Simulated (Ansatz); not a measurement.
# Cu2O (Cuprite): the cost of one run

Program: Ansatz 0.2.0 through its Python package. The levels of theory stand in the script. These are calculated values, not measurements.

The COD entry's cell or inner coordinates are ideal or old and differ from later refinements, so a difference from it is no clean test against experiment.

## 1. The structure

It takes space group Pn-3m (No. 224, cubic). Conventional cell: a = 4.260 Å, b = 4.260 Å, c = 4.260 Å, α = 90.00°, β = 90.00°, γ = 90.00°. Cu (site symmetry -3m) is surrounded by 2 O at 1.84 Å. Around O (site symmetry -43m) lie 4 Cu at 1.84 Å.

The script holds or builds the structure itself.

## 2. Script

File run_lattice.py:

```python
# -*- coding: utf-8 -*-
'''Relaxed cell of Cu2O under several functionals.'''

import warnings

import ansatz as az
import numpy as np

K_LENGTH = 18
FILLING = 'gaussian'
WIDTH_EV = 0.02

def edges_and_angles(cell):
    cell = np.asarray(cell)
    a, b, c = np.linalg.norm(cell, axis=1)
    cosines = cell[1] @ cell[2] / (b * c), cell[0] @ cell[2] / (a * c), cell[0] @ cell[1] / (a * b)
    return (a, b, c, *np.degrees(np.arccos(cosines)))

warnings.simplefilter('ignore', az.DeckWarning)

crystal = (
    az.Lattice.of([4.26, 0.0, 0.0], [0.0, 4.26, 0.0], [0.0, 0.0, 4.26])
    .atom('Cu', [0.25, 0.25, 0.25])
    .atom('Cu', [0.25, 0.75, 0.75])
    .atom('Cu', [0.75, 0.75, 0.25])
    .atom('Cu', [0.75, 0.25, 0.75])
    .atom('O', [0.0, 0.0, 0.0])
    .atom('O', [0.5, 0.5, 0.5])
)

model = crystal.calculation().kpoints(length=K_LENGTH).occupations(FILLING, width=WIDTH_EV).relax(cell=True)

levels = [('pbe', 'd4'), ('r2scan', 'rvv10'), ('pbe', 'd3bj'), ('pbe', 'none')]
print('level            a       b       c    alpha   beta  gamma  V/atom  steps')
for name, dispersion in levels:
    seen = []
    run = model.functional(name, dispersion=dispersion).session().plan()
    done = run.execute(on_event=lambda e: seen.append(e) if e['event'] == 'relax_step' else None)
    cell = done.lattice.cell_ang
    label = name if dispersion == 'none' else f'{name}+{dispersion}'
    print('{:13s} {:7.4f} {:7.4f} {:7.4f} {:6.2f} {:6.2f} {:6.2f}'.format(label, *edges_and_angles(cell)), f'{abs(np.linalg.det(cell)) / len(done.lattice.sites):7.3f} {len(seen):5d}')
```

## 3. What the engine is handed

The package turns the script's settings into the engine's input (first run):

```yaml
crystal:
  lattice:
    - [4.26, 0.0, 0.0]
    - [0.0, 4.26, 0.0]
    - [0.0, 0.0, 4.26]
  atoms:
    - { symbol: Cu, position: [0.25, 0.25, 0.25] }
    - { symbol: Cu, position: [0.25, 0.75, 0.75] }
    - { symbol: Cu, position: [0.75, 0.75, 0.25] }
    - { symbol: Cu, position: [0.75, 0.25, 0.75] }
    - { symbol: O, position: [0.0, 0.0, 0.0] }
    - { symbol: O, position: [0.5, 0.5, 0.5] }
kpoints:
  mp_grid:
    grid: [4, 4, 4]
hamiltonian:
  xc: pbe
  dispersion: d4
scf:
  occupations:
    method: gaussian
    width: 0.02
relax:
  cell: {}
```

## 4. The run

Command:

```console
python run_lattice.py
```

Q: Estimate wall time and peak memory on 1 thread of Arm Neoverse V2, shared host.

About 63 s, with a peak of 0.67 GiB.
